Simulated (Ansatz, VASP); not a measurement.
# Cross-check of Cd8Te8HBr between VASP and Ansatz, part 2 of 2

Aim: how closely do two programs agree when they are given the same cell, functional and k mesh? The structure shown is the end of the VASP relaxation below.

VASP 6.6.1 and Ansatz 0.2.0.

So far: The structure; VASP: relaxation, RPBE with D3(BJ).

### Step 3. Ansatz: single point, RPBE with D3(BJ)

Level of this step: Ansatz beside VASP: Kohn-Sham DFT, plane waves, RPBE with D3(BJ) (Ansatz).

Ansatz runs on its default PAW (the set named soft_2) files.

The same cell, functional, mesh and smearing now go to Ansatz, which takes its cutoff from its data sets.

Input file input.yaml:

```yaml
crystal:
  lattice:
    - [9.06510893, 0.0, 0.0]
    - [-4.53255447, 7.85061463, 0.0]
    - [0.0, 0.0, 24.15501903]
  atoms:
    - { symbol: Te, position: [0.5, 0.0, 0.31049448] }
    - { symbol: Te, position: [0.5, 0.5, 0.31049448] }
    - { symbol: Te, position: [0.0, 0.0, 0.31049448] }
    - { symbol: Te, position: [0.0, 0.5, 0.31049448] }
    - { symbol: Te, position: [0.6669695, 0.833538, 0.46337964] }
    - { symbol: Te, position: [0.66936574, 0.3347725, 0.46328876] }
    - { symbol: Te, position: [0.16556162, 0.83127708, 0.46335152] }
    - { symbol: Te, position: [0.16569338, 0.33453011, 0.46335652] }
    - { symbol: Cd, position: [0.16666667, 0.83333333, 0.34879723] }
    - { symbol: Cd, position: [0.16666667, 0.33333333, 0.34879723] }
    - { symbol: Cd, position: [0.66666667, 0.83333333, 0.34879723] }
    - { symbol: Cd, position: [0.66666667, 0.33333333, 0.34879723] }
    - { symbol: Cd, position: [0.33429317, 0.66720798, 0.41357053] }
    - { symbol: Cd, position: [0.3335483, 0.16678516, 0.41728207] }
    - { symbol: Cd, position: [0.83293849, 0.66715598, 0.41347655] }
    - { symbol: Cd, position: [0.83301878, 0.16572275, 0.41355232] }
    - { symbol: Br, position: [0.33310048, 0.16640643, 0.56993198] }
    - { symbol: H, position: [0.33329938, 0.16657892, 0.62961101] }
hamiltonian:
  xc: rpbe
  pseudopotentials: { kind: paw }
  dispersion: d3bj
kpoints:
  mp_grid: { grid: [2, 2, 1] }
scf:
  occupations: { method: gaussian, width: 0.05 }
  n_extra_bands: 8
efield:
  axis: 3
  dipole_correction: true
  ramp_width: 0.04
output:
  forces: true
  eigenvalues: true
```

Command:

```
ansatz run input.yaml --threads 4 --pin off --max-ram 18432MiB --backend cpu --events-out ev --progress --plain --runs-dir out
```

Numbers of over 12 decimals in the logs are rounded to 6 here.

Log:

```text
scf.n_extra_bands = 8 over 148 filled bands (N_el = 296.0): the run solves 156 bands
Engine: ansatz 0.2.0, aarch64-unknown-linux-gnu
Pseudopotentials: kind: paw
Pseudopotential: Te, paw, valence charge 16, recommended cutoff 420 eV (normal), Te.paw.azcp
Pseudopotential: Cd, paw, valence charge 20, recommended cutoff 420 eV (normal), Cd.paw.azcp
Pseudopotential: Br, paw, valence charge 7, recommended cutoff 420 eV (normal), Br.paw.azcp
Pseudopotential: H, paw, valence charge 1, recommended cutoff 420 eV (normal), H.paw.azcp
Functional definition: RPBE
  parameter kappa = 0.804
  parameter beta = 0.066725
  exchange = rpbe_x(kappa = kappa, mu = beta*pi^2/3)
  correlation = pbe_c(beta = beta)
Crystal: 18 atoms, lattice volume = 1719.032 Å³
Basis set: ecut = 420 eV, 33573 PW (Γ), exchange–correlation on 128×128×324 points (8 copies of the dense FFT grid, shifted against one another)
Bands: 156, of which v1, the nominal top of the filled ones, is band 148 counted from 1 (147 counted from 0)
Symmetry: 1 space group operations
Space group: P1 (ITA 1), of the structure as read, at distance tolerance 1.2e-4 Å
k-points: 4
Non-local potential: Te, projectors of the file, l = 0: 2, l = 1: 2, l = 2: 2, l = 3: 2
Non-local potential: Cd, projectors of the file, l = 0: 3, l = 1: 2, l = 2: 2, l = 3: 1
Non-local potential: Br, projectors of the file, l = 0: 2, l = 1: 2, l = 2: 2
Non-local potential: H, projectors of the file, l = 0: 2, l = 1: 1
PAW form: soft (Blöchl's): semilocal exchange-correlation on the pseudo side does not see the compensation charge
PAW frozen core: Te, regenerated for the run's functional, and the local potential with it (the file was generated under x = pbe(κ = 0.804, μ = 0.219515), c = pbe(β = 0.066725))
PAW frozen core: Cd, regenerated for the run's functional, and the local potential with it (the file was generated under x = pbe(κ = 0.804, μ = 0.219515), c = pbe(β = 0.066725))
PAW frozen core: Br, regenerated for the run's functional, and the local potential with it (the file was generated under x = pbe(κ = 0.804, μ = 0.219515), c = pbe(β = 0.066725))
PAW one-centre angular grid: Te, 590 points (default); XC on 64 Gauss nodes
PAW one-centre angular grid: Cd, 590 points (default); XC on 64 Gauss nodes
PAW one-centre angular grid: Br, 110 points (default); XC on 64 Gauss nodes
PAW one-centre angular grid: H, 110 points (default); XC on 64 Gauss nodes
Initial density: superposition of atomic densities (neutral atoms: chi_scale 0, normalization atom), corrected by the library's trained network
Initial wavefunctions: pseudopotential atomic-orbital guess
Functional: x = rpbe, c = pbe(β = 0.066725)
SCF iter   1: F=—  HF=-124846.896500 eV  |F-HF|=—  |Δ(HF+E_count)|=         —  Δρ=1.94e-3  dr2=1.15e-1  ethr=1.77e-3  p=0.224 e·Å  D=2.36e-2 V/Å  ΔV_dip=-0.57 eV  dr2_dipole=8.70e-4  V_vac-E_F(+/−)=4.30/4.87 eV  ⟨swp⟩=9.0  Hψ=3105  notcnv=0
efield: sawtooth ramp at fractional position 0.9501 (placed from the atoms, in the widest stretch of the axis that holds none; the zero of the levels goes with the place), width 0.0400; the density the first Hamiltonian is built on has a dipole p = 0.224 e·Å; the dipole correction subtracts the counter field D = 2.36e-2 V/Å, which shifts the + side's vacuum level by -0.57 eV against the − side's; the planar-averaged density in the ramp window peaks in size at 8.7e-6 e/Å³
preconditioner: auto → Resta (q_TF=auto, 2.035 Å⁻¹)  ε∞=2.5  [insulator: Δε(μ)=1.261 eV  Ē_g=9.001 eV  σ=0.050 eV  W_gap=1.00  n_scr=224 (ndim 8)  ℏωp=11.0 eV  f_vac=0.684  D(μ)=0.00/eV (n_scr^D=0)  ε∞_Penn≈2.5  vacuum switching on, ρ_ref=5.9e-3 e/Å³]
SCF iter   2: F=—  HF=-124846.878607 eV  |F-HF|=—  |Δ(HF+E_count)|=   1.79e-2  Δρ=6.05e-4  dr2=7.40e-3  ethr=3.89e-5  p=0.290 e·Å  D=3.05e-2 V/Å  ΔV_dip=-0.74 eV  dr2_dipole=3.12e-8  V_vac-E_F(+/−)=4.23/4.97 eV  ⟨swp⟩=2.2  Hψ=1118  notcnv=0  defer=15
SCF iter   3: F=—  HF=-124846.881259 eV  |F-HF|=—  |Δ(HF+E_count)|=   2.65e-3  Δρ=3.04e-4  dr2=1.77e-3  ethr=2.50e-6  p=0.309 e·Å  D=3.26e-2 V/Å  ΔV_dip=-0.79 eV  dr2_dipole=4.23e-4  V_vac-E_F(+/−)=4.18/4.97 eV  ⟨swp⟩=2.0  Hψ=908  notcnv=0  defer=15
SCF iter   4: F=—  HF=-124846.883066 eV  |F-HF|=—  |Δ(HF+E_count)|=   1.81e-3  Δρ=1.53e-4  dr2=2.55e-3  ethr=5.97e-7  p=0.349 e·Å  D=3.68e-2 V/Å  ΔV_dip=-0.89 eV  dr2_dipole=5.25e-4  V_vac-E_F(+/−)=4.12/5.01 eV  ⟨swp⟩=3.0  Hψ=1130  notcnv=0  defer=15
SCF iter   5: F=—  HF=-124846.883084 eV  |F-HF|=—  |Δ(HF+E_count)|=   1.80e-5  Δρ=4.93e-5  dr2=7.28e-5  ethr=5.97e-7  p=0.345 e·Å  D=3.63e-2 V/Å  ΔV_dip=-0.88 eV  dr2_dipole=8.23e-6  V_vac-E_F(+/−)=4.12/5.00 eV  ⟨swp⟩=2.8  Hψ=720  notcnv=0  defer=15
SCF iter   6: F=—  HF=-124846.883760 eV  |F-HF|=—  |Δ(HF+E_count)|=   6.77e-4  Δρ=1.65e-5  dr2=6.50e-6  ethr=2.46e-8  p=0.347 e·Å  D=3.66e-2 V/Å  ΔV_dip=-0.88 eV  dr2_dipole=3.24e-8  V_vac-E_F(+/−)=4.12/5.00 eV  ⟨swp⟩=2.5  Hψ=923  notcnv=0  defer=15
SCF iter   7: F=—  HF=-124846.883773 eV  |F-HF|=—  |Δ(HF+E_count)|=   1.20e-5  Δρ=5.81e-6  dr2=7.77e-7  ethr=2.19e-9  p=0.347 e·Å  D=3.65e-2 V/Å  ΔV_dip=-0.88 eV  dr2_dipole=1.49e-9  V_vac-E_F(+/−)=4.12/5.00 eV  ⟨swp⟩=3.0  Hψ=1188  notcnv=0  defer=15
SCF iter   8: F=—  HF=-124846.883774 eV  |F-HF|=—  |Δ(HF+E_count)|=   1.92e-6  Δρ=2.31e-6  dr2=1.28e-7  ethr=2.62e-10  p=0.346 e·Å  D=3.65e-2 V/Å  ΔV_dip=-0.88 eV  dr2_dipole=5.65e-10  V_vac-E_F(+/−)=4.12/5.00 eV  ⟨swp⟩=3.0  Hψ=1207  notcnv=0  defer=15
SCF iter   9: F=-124846.883775 eV  HF=-124846.883775 eV  |F-HF|=1.62e-8  |Δ(HF+E_count)|=   1.75e-7  Δρ=9.58e-7  dr2=2.13e-8  ethr=3.38e-11  p=0.346 e·Å  D=3.65e-2 V/Å  ΔV_dip=-0.88 eV  dr2_dipole=3.45e-11  V_vac-E_F(+/−)=4.12/5.00 eV  ⟨swp⟩=11.8  Hψ=3248  notcnv=0
SCF 1 converged in 9 iterations: F = -124846.883775 eV  dr2 = 2.13e-8
  greatest PAW one-centre occupation: 1.000 electrons in one spin orbital (limit 2), on the Cd atom at site 10 (counted from 0), in its partial waves of l = 0
SCF converged after 9 iterations
Free energy (F): -124846.883775 eV
Harris-Foulkes:  -124846.883775 eV  (|F-HF|=1.62e-8)
Internal energy: -124846.883775 eV  (E = F + TS)
E sigma→0 (E₀):  -124846.883775 eV
Fermi energy:    -0.381517 eV
Dipole field:    D = 0.036456 V/Å  (p = 0.346332 e·Å, saw-weighted, corrected)
Work function:   Φ+ = 4.1218 eV   Φ− = 5.0024 eV
Levels:          The Fermi level and band energies are counted from a zero that moves with the ramp; work functions are not
--- Per-component energies (eV) ---
  E_band       = -8817.417969
  E_kinetic    = 5633.578326
  E_local      = -307388.713652  (includes V_loc(G=0)·N_el)
  E_nonlocal   = -2159.322959
  E_hartree    = 152580.838696
  E_xc         = -2688.954274
  E_vxc        = -2722.913180  (∫ρ·V_xc dr)
  E_paw        = -72352.638321  (= ΣΔE_a)
  E_vpaw       = -7362.782254  (= ΣTr[D̂ρ^β])
  E_aug_tail   = -0.002529  (compensation charges beyond the density's cutoff)
  E_efield     = 0.006313  (sawtooth field / dipole correction)
  E_vefield    = 21.084831  (∫n·V_field dr)
  E_ewald      = 101555.416026
  E_disp       = -25.822596  (pairwise vdW)
  E_core_change = -1.268805  (= ΣΔE_core)
  E_smearing   = -0.000000  (= −TS)
  E_closure    = -0.000000  (closes the sum)
  Σ components = -124846.883775   (vs F -124846.883775, Δ=0.00e0)
--- Forces (eV/Å), atoms counted from 1 ---
  atom   1  Te     0.01217935    -0.00826296     0.13974535
  atom   2  Te    -0.00028602     0.01486498     0.13953038
  atom   3  Te    -0.01383745    -0.00791522     0.13858332
  atom   4  Te     0.00025376     0.00055778     0.08442540
  atom   5  Te    -0.00505160    -0.00717606    -0.06354428
  atom   6  Te    -0.01575190    -0.01372451    -0.04575527
  atom   7  Te     0.00433933     0.01001172    -0.05920421
  atom   8  Te     0.01234933    -0.00444855    -0.05917971
  atom   9  Cd     0.00086209     0.02462986    -0.06434939
  atom  10  Cd     0.02138378    -0.01164145    -0.06300526
  atom  11  Cd    -0.00128272    -0.00055601    -0.11725796
  atom  12  Cd    -0.01979934    -0.01398836    -0.07241312
  atom  13  Cd    -0.00475093    -0.00055205     0.01785649
  atom  14  Cd     0.00119911     0.00274454    -0.03777988
  atom  15  Cd     0.00701723     0.00311603     0.01402354
  atom  16  Cd     0.00080445     0.01204405     0.01265883
  atom  17  Br    -0.00011809    -0.00019053     0.10590953
  atom  18  H      0.00048909     0.00048679    -0.07026340
  max |Σ_I F_I| component: 1.96e-5 eV/Å
--- Band table (eV) ---
  k-point 0: bands = [... 144 lower, -1.3978, -1.3718, -1.0037, -1.0022, 0.2391, 0.2410, 0.2463, 0.5561, ... 4 higher]
  k-point 1: bands = [... 144 lower, -1.3637, -1.3097, -1.2195, -1.2095, 0.8458, 0.8647, 1.1927, 1.1978, ... 4 higher]
  k-point 2: bands = [... 144 lower, -1.3638, -1.3098, -1.2197, -1.2104, 0.8448, 0.8636, 1.1913, 1.1983, ... 4 higher]
  k-point 3: bands = [... 144 lower, -1.3639, -1.3097, -1.2194, -1.2101, 0.8456, 0.8640, 1.1923, 1.1978, ... 4 higher]
```

Run time: 27 s. Hardware: 4 threads of Arm Neoverse V1, shared host; peak memory 4.8 GiB; 1.7 min of CPU time.

### Step 4. Comparison

Known differences besides the potentials themselves: the data sets hold 296 valence electrons in Ansatz (default PAW (the set named soft_2) files) and 152 in VASP; the cutoff is 420 eV in Ansatz and 300 eV in VASP (PREC = Normal, projectors in real space); Ansatz makes its cores anew for this functional, VASP keeps those of its PBE data sets; VASP leaves aspherical gradient terms in its spheres out (LASPH is not set), Ansatz keeps them. Total energies have different zeros and are not compared.

Both answers:

```
              quantity  Ansatz   VASP  difference
gap on the k mesh (eV)   1.241  1.217      +0.024
```

Forces on 9 of the 18 atoms, those with the largest forces and the largest differences (eV/Å; atoms numbered as in POSCAR):

```
atom          Ansatz x, y, z            VASP x, y, z
 Te1    0.012, -0.008, 0.140    0.012, -0.007, 0.106
 Te2     0.000, 0.015, 0.140     0.000, 0.015, 0.105
 Te3   -0.014, -0.008, 0.139   -0.013, -0.007, 0.104
 Te5  -0.005, -0.007, -0.064  -0.007, -0.009, -0.005
 Cd9    0.001, 0.025, -0.064    0.001, 0.027, -0.084
Cd11  -0.001, -0.001, -0.117   -0.001, 0.000, -0.138
Cd12  -0.020, -0.014, -0.072  -0.021, -0.014, -0.092
Br17     0.000, 0.000, 0.106     0.000, 0.000, 0.016
 H18    0.000, 0.000, -0.070     0.001, 0.001, 0.012
```

The forces differ by 25 meV/Å r.m.s., which is 62.4 % of the r.m.s. force of 0.04 eV/Å (both taken over all components, held atoms included). A gap on the mesh is an upper bound, since the band edges may lie between its points. VASP's last cycles still show a density residual of 4e-03, so its state may not be settled.

### Step 5. What the set-up changes

Further runs change the set-up of one program: Ansatz's method, potentials or start, or VASP's data sets, cutoff or form of LDA. The table gives Ansatz less VASP for each quantity, since a change that brings one quantity closer may part another.

```
                                     run  r.m.s. force difference (meV/Å)  gap on the k mesh (eV)
                                as above                               25                   0.024
                    cores kept as stored                               25                   0.023
Ansatz's larger PAW set (cutoff 1000 eV)                               25                   0.024
```

### Step 6. What came out

```json
{
 "r.m.s. force difference (single point, RPBE with D3(BJ))": "25 meV/Å"
}
```

In words: The r.m.s. force difference is 25 meV/Å (single point, RPBE with D3(BJ)), beyond the 12 meV/Å picked in this series as the mark of a large difference. For single point, RPBE with D3(BJ), no further run moves any of the tabulated differences by more than a quarter of its size. 1 further run of this series is not shown here. Such differences can come from data sets, numerical settings and the points named under the comparisons, not from the functional's error against experiment.

[Lines on the potential files, build, host, timing and source positions are cut from VASP's logs without a mark.]

[Logs are printed without paths, hosts, clocks, repeated set-up lines and the standing remarks that a program may print on its own settings, such as how far it seeks lower states.]

[Hosts, paths, dates, database ids (printed as entryN), source tags and the programs' standing remarks are cut or masked in the printed files.]
